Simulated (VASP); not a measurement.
# Se (P3_121) in VASP: single point with PBE

Aim: the single point of Se with PBE.

Everything below comes from runs of VASP 6.6.1. Logs are shortened: lines on timing, memory, paths and dates and some standing lists are left out, and cuts for length are marked.

### Step 1. The crystal as given

It takes space group P3_121 (No. 152, trigonal). Conventional cell: a = 4.366 Å, b = 4.366 Å, c = 4.954 Å, α = 90.00°, β = 90.00°, γ = 120.00°. Around Se (site symmetry 2) lie 2 Se at 2.37 Å.

### Step 2. Single point, PBE

INCAR reads:

```
SYSTEM = Se
ALGO = Normal
EDIFF = 1E-6
ENCUT = 520
GGA = PE
ISIF = 2
ISMEAR = -1
LASPH = .TRUE.
LCHARG = .FALSE.
LREAL = .FALSE.
LWAVE = .FALSE.
NBANDS = 16
NELM = 100
PREC = Accurate
SIGMA = 0.05
```

KPOINTS reads:

```
k-points
0
G
  4 4 3
  0 0 0
```

POSCAR reads:

```
Se
1.0
    4.3662000000      0.0000000000      0.0000000000
   -2.1831000000      3.7812400000      0.0000000000
    0.0000000000      0.0000000000      4.9536000000
Se
3
Direct
    0.2254000000      0.0000000000      0.3333333333
    0.0000000000      0.2254000000      0.6666666667
    0.7746000000      0.7746000000      0.0000000000
```

Potentials or basis: VASP PAW PBE potentials, release 64 (Se).

On the command line:

```bash
$ cat potpaw_PBE.64/Se/POTCAR > POTCAR
$ mpirun -np 1 vasp_std > vasp.out
```

OUTCAR:

```text
SYSTEM = Se
   EDIFF = 1E-6
   ENCUT = 520
   GGA = PE
   ISIF = 2
   ISMEAR = -1
   LASPH = .TRUE.
   LREAL = .FALSE.
   NELM = 100
   PREC = Accurate

 ion  position               nearest neighbor table
   1  0.225  0.000  0.333-   3 2.37   2 2.37
   2  0.000  0.225  0.667-   3 2.37   1 2.37
   3  0.775  0.775  0.000-   2 2.37   1 2.37

  LATTYP: Found a hexagonal cell.
 ALAT       =     4.3662000000
 C/A-ratio  =     1.1345334616

  Lattice vectors:

 A1 = (   4.3662000000,   0.0000000000,   0.0000000000)
 A2 = (  -2.1831000000,   3.7812400000,   0.0000000000)
 A3 = (   0.0000000000,   0.0000000000,   4.9536000000)

Analysis of symmetry for initial positions (statically):
=====================================================================
 Subroutine PRICEL returns:
 Original cell was already a primitive cell.

 Routine SETGRP: Setting up the symmetry group for a
 hexagonal supercell.

 Subroutine GETGRP returns: Found  6 space group operations
 (whereof  2 operations were pure point group operations)
 out of a pool of 24 trial point group operations.

The static configuration has the point symmetry C_2 .
 The point group associated with its full space group is D_3 .

Analysis of symmetry for dynamics (positions and initial velocities):
=====================================================================
 Subroutine PRICEL returns:
 Original cell was already a primitive cell.

 Routine SETGRP: Setting up the symmetry group for a
 hexagonal supercell.

 Subroutine GETGRP returns: Found  6 space group operations
 (whereof  2 operations were pure point group operations)
 out of a pool of 24 trial point group operations.

The dynamic configuration has the point symmetry C_2 .
 The point group associated with its full space group is D_3 .

 Subroutine INISYM returns: Found  6 space group operations
 (whereof  2 operations are pure point group operations),
 and found     1 'primitive' translations

----------------------------------------------------------------------------------------

                                     Primitive cell

  volume of cell :      81.7822

  direct lattice vectors                    reciprocal lattice vectors
     4.366200000  0.000000000  0.000000000     0.229032110  0.132231755  0.000000000
    -2.183100000  3.781240000  0.000000000     0.000000000  0.264463509  0.000000000
     0.000000000  0.000000000  4.953600000     0.000000000  0.000000000  0.201873385

  length of vectors
     4.366200000  4.366199898  4.953600000     0.264463503  0.264463509  0.201873385

  position of ions in fractional coordinates (direct lattice)
     0.225400000  0.000000000  0.333333333
     0.000000000  0.225400000  0.666666667
     0.774600000  0.774600000  0.000000000

  ion indices of the primitive-cell ions
   primitive index   ion index
                 1           1
                 2           2
                 3           3

----------------------------------------------------------------------------------------

 KPOINTS: k-points

Automatic generation of k-mesh.
 Grid dimensions read from file:
 generate k-points for:    4    4    3

 Generating k-lattice:

  Cartesian coordinates                     Fractional coordinates (reciprocal lattice)
     0.057258028  0.033057939  0.000000000     0.250000000  0.000000000  0.000000000
     0.000000000  0.066115877  0.000000000     0.000000000  0.250000000  0.000000000
     0.000000000  0.000000000  0.067291128     0.000000000  0.000000000  0.333333333

  Length of vectors
     0.066115876  0.066115877  0.067291128

  Shift w.r.t. Gamma in fractional coordinates (k-lattice)
     0.000000000  0.000000000  0.000000000

 Subroutine IBZKPT returns following result:
 ===========================================

 Found      9 irreducible k-points:

 Following reciprocal coordinates:
            Coordinates               Weight
  0.000000  0.000000  0.000000      1.000000
  0.250000 -0.000000  0.000000      6.000000
  0.500000 -0.000000  0.000000      3.000000
  0.250000  0.250000  0.000000      6.000000
  0.000000  0.000000  0.333333      2.000000
  0.250000 -0.000000  0.333333      6.000000
  0.000000  0.250000  0.333333      6.000000
  0.500000 -0.000000  0.333333      6.000000
  0.250000  0.250000  0.333333     12.000000
   k-points           NKPTS =      9   k-points in BZ     NKDIM =      9   number of bands    NBANDS=     16
   number of dos      NEDOS =    301   number of ions     NIONS =      3
   total plane-waves  NPLWV =  40960
   dimension x,y,z NGX =    32 NGY =   32 NGZ =   40
   dimension x,y,z NGXF=    64 NGYF=   64 NGZF=   80
   ions per type =               3
   NGX,Y,Z   is equivalent  to a cutoff of  12.18, 12.18, 13.42 a.u.
   NGXF,Y,Z  is equivalent  to a cutoff of  24.37, 24.37, 26.85 a.u.
 SYSTEM =  Se
   PREC   = accura    normal or accurate (medium, high low for compatibility)
   ISTART =      0    job   : 0-new  1-cont  2-samecut
   ICHARG =      2    charge: 1-file 2-atom 10-const
   ISPIN  =      1    spin polarized calculation?
   LNONCOLLINEAR =      F non collinear calculations
   LSORBIT =      F    spin-orbit coupling
   LASPH  =      T    aspherical Exc in radial PAW
   ENCUT  =  520.0 eV  38.22 Ry    6.18 a.u.   8.12  8.12  9.21*2*pi/ulx,y,z
   NELM   =    100;   NELMIN=  2; NELMDL= -5     # of ELM steps
   EDIFF  = 0.1E-05   stopping-criterion for ELM
   LREAL  =      F    real-space projection
   EDIFFG = 0.1E-04   stopping-criterion for IOM
   NSW    =      0    number of steps for IOM
   IBRION =     -1    ionic relax: 0-MD 1-quasi-New 2-CG
   NFREE  =      0    steps in history (QN), initial steepest desc. (CG)
   ISIF   =      2    stress and relaxation
   ISYM   =      2    0-nonsym 1-usesym 2-fastsym
   POTIM  = 0.5000    time-step for ionic-motion
   TEBEG  =    0.0;   TEEND  =   0.0 temperature during run
   PSTRESS=    0.0 pullay stress
   NELECT =      18.0000    total number of electrons
   NUPDOWN=      -1.0000    fix difference up-down
   EMIN   =  10.00;   EMAX   =-10.00  energy-range for DOS
   EFERMI =   0.00;   METHOD = LEGACY
   ISMEAR =    -1;   SIGMA  =   0.05  broadening in eV -4-tet -1-fermi 0-gaus
   EFERMI_NEDOS =   21; number of points for ismear=-14 and -15
   IALGO  =     38    algorithm
   IMIX   =      4    mixing-type and parameters
     AMIX     =   0.40;   BMIX     =  1.00
     AMIX_MAG =   1.60;   BMIX_MAG =  1.00
  volume/ion in A,a.u.               =      27.26       183.96
  Fermi-wavevector in a.u.,A,eV,Ry     =   0.988430  1.867862 13.292818  0.976995
  Thomas-Fermi vector in A             =   2.119956
   LORBIT       =      0    0 simple, 1 ext, 2 COOP (PROOUT), +10 PAW based schemes
   GGA     = PE    functional components
   LHFCALC =     F    Hartree Fock is set to
   AEXX    =    0.0000 exact exchange contribution
   IVDW    =     0    specifies the selected vdW correction
   LEPSILON=     F    determine dielectric tensor
   LRPA    =     F    only Hartree local field effects (RPA)
 non-spin polarized calculation
  energy-cutoff  :      520.00
  volume of cell :       81.78
 maximum number of plane-waves:      2206
   NGX = 17   NGY = 17   NGZ = 19

 number of electron      18.0000001 magnetization

 Free energy of the ion-electron system (eV)
  ---------------------------------------------------
  ext. energy  EPLUGINS =         0.00000000
  ---------------------------------------------------
  free energy    TOTEN  =       -10.47112845 eV

  energy without entropy =      -10.47112840  energy(sigma->0) =      -10.47112843

 E-fermi :   3.2067     XC(G=0):  -8.8420

 val. band max:        2.3694598323   @ k =   0.2500   0.2500   0.3333
 cond. band min:       3.9613084786   @ k =   0.0000   0.0000   0.3333
 fundamental gap:      1.5918486463
 Fermi energy:         3.2067088093

 k-point     1 :       0.0000    0.0000    0.0000
  band No.  band energies     occupation
      1     -13.1733      2.00000
      2      -9.0509      2.00000
      3      -9.0509      2.00000
      4      -1.1587      2.00000
      5      -1.1587      2.00000
      6      -1.0811      2.00000
[... 8 lines left out ...]
     15       9.1619      0.00000
     16      11.0593      0.00000

 k-point     2 :       0.2500   -0.0000    0.0000
  band No.  band energies     occupation
      1     -12.9546      2.00000
      2      -9.2625      2.00000
      3      -9.0306      2.00000
      4      -2.1681      2.00000
      5      -1.6903      2.00000
      6      -0.9195      2.00000
[... 8 lines left out ...]
     15      10.6399      0.00000
     16      11.4819      0.00000

 k-point     3 :       0.5000   -0.0000    0.0000
  band No.  band energies     occupation
      1     -12.6921      2.00000
      2      -9.5486      2.00000
      3      -9.0090      2.00000
      4      -2.4750      2.00000
      5      -2.0375      2.00000
      6      -0.7715      2.00000
[... 8 lines left out ...]
     15      12.3570      0.00000
     16      12.4009      0.00000

 k-point     4 :       0.2500    0.2500    0.0000
  band No.  band energies     occupation
      1     -12.6964      2.00000
      2      -9.4079      2.00000
      3      -9.1582      2.00000
      4      -2.3407      2.00000
      5      -2.2172      2.00000
      6      -0.5629      2.00000
[... 8 lines left out ...]
     15      11.4527      0.00000
     16      12.0030      0.00000

 k-point     5 :       0.0000    0.0000    0.3333
  band No.  band energies     occupation
      1     -12.6506      2.00000
      2     -11.1670      2.00000
      3      -7.1394      2.00000
      4      -1.9832      2.00000
      5      -0.8393      2.00000
      6      -0.7470      2.00000
[... 8 lines left out ...]
     15      10.5286      0.00000
     16      10.7827      0.00000

 k-point     6 :       0.2500   -0.0000    0.3333
  band No.  band energies     occupation
      1     -12.4535      2.00000
      2     -11.0409      2.00000
      3      -7.6104      2.00000
      4      -2.3893      2.00000
      5      -1.6421      2.00000
      6      -0.8326      2.00000
[... 8 lines left out ...]
     15      10.2594      0.00000
     16      10.8232      0.00000

 k-point     7 :       0.0000    0.2500    0.3333
  band No.  band energies     occupation
      1     -12.4493      2.00000
      2     -11.0545      2.00000
      3      -7.5712      2.00000
      4      -2.5231      2.00000
      5      -1.7669      2.00000
      6      -0.8875      2.00000
[... 8 lines left out ...]
     15      10.2086      0.00000
     16      11.1317      0.00000

 k-point     8 :       0.5000   -0.0000    0.3333
  band No.  band energies     occupation
      1     -12.2179      2.00000
      2     -10.9232      2.00000
      3      -8.0551      2.00000
      4      -2.9774      2.00000
      5      -2.1166      2.00000
      6      -1.1919      2.00000
[... 8 lines left out ...]
     15      11.8912      0.00000
     16      11.9016      0.00000

 k-point     9 :       0.2500    0.2500    0.3333
  band No.  band energies     occupation
      1     -12.2197      2.00000
      2     -10.9241      2.00000
      3      -8.0360      2.00000
      4      -2.8261      2.00000
      5      -2.3851      2.00000
      6      -1.3735      2.00000
[... 8 lines left out ...]
     15      11.0583      0.00000
     16      11.6195      0.00000

------------------------ aborting loop because EDIFF is reached ----------------------------------------

  FORCE on cell =-STRESS in cart. coord.  units (eV):
  Direction    XX          YY          ZZ          XY          YZ          ZX
  --------------------------------------------------------------------------------------
  -------------------------------------------------------------------------------------
  Total        1.2212182      1.2212181      2.0389157      0.0000000     -0.0000000      0.0000000
  in kB       23.9246203     23.9246188     39.9439537      0.0000000     -0.0000000      0.0000000
  external PRESSURE =      29.2643976 kB  Pullay stress =       0.0000000 kB

 VOLUME and BASIS-vectors are now :
 -----------------------------------------------------------------------------
  energy-cutoff  :      520.00
  volume of cell :       81.78
      direct lattice vectors                 reciprocal lattice vectors
     4.366200000  0.000000000  0.000000000     0.229032110  0.132231755  0.000000000
    -2.183100000  3.781240000  0.000000000     0.000000000  0.264463509  0.000000000
     0.000000000  0.000000000  4.953600000     0.000000000  0.000000000  0.201873385

 POSITION                                       TOTAL-FORCE (eV/Angst)
 -----------------------------------------------------------------------------------
      0.98414      0.00000      1.65120         0.413200     -0.000000      0.000000
     -0.49207      0.85229      3.30240        -0.206600      0.357842     -0.000000
      1.69103      2.92895      0.00000        -0.206600     -0.357842      0.000000
 -----------------------------------------------------------------------------------
    total drift:                                0.000000      0.000000      0.000000

  FREE ENERGIE OF THE ION-ELECTRON SYSTEM (eV)
  ---------------------------------------------------
  free  energy   TOTEN  =       -10.4711284506 eV

  energy  without entropy=      -10.4711284036  energy(sigma->0) =      -10.47112843
```

Run time: 16 s. Hardware: 1 thread of Intel Xeon Platinum 8375C at 2.90GHz (Ice Lake), shared host; peak memory 0.18 GiB.

Results:

```
Free energy            : -10.4711 eV
Pressure               : 2.9 GPa
Largest force          : 0.413 eV/Å
Band gap on the k mesh : 1.59 eV, indirect (least direct gap 1.99 eV)
```

Forces on the atoms (eV/Å):
```
Se   0.413  0.000  0.000
Se  -0.207  0.358  0.000
Se  -0.207 -0.358  0.000
```

Stress tensor (GPa, compression positive):
```
2.39 0.00 0.00
0.00 2.39 0.00
0.00 0.00 3.99
```

Levels at points of the mesh, in eV from the valence-band top:
```
           k point  band 5  band 6  band 7  band 8  band 9  band 10  band 11  band 12  band 13  band 14
(0.00, 0.00, 0.00)   -3.53   -3.45   -1.74   -1.74   -0.11     2.19     2.19     2.48     6.48     6.79
(0.50, 0.00, 0.00)   -4.41   -3.14   -2.59   -1.48   -0.70     2.24     2.64     4.42     5.58     7.98
```

Caveat: the k mesh is coarse (spacing up to 0.42 Å⁻¹), so the values aren't converged; an odd mesh through Γ misses points on the zone boundary, where band edges often lie.
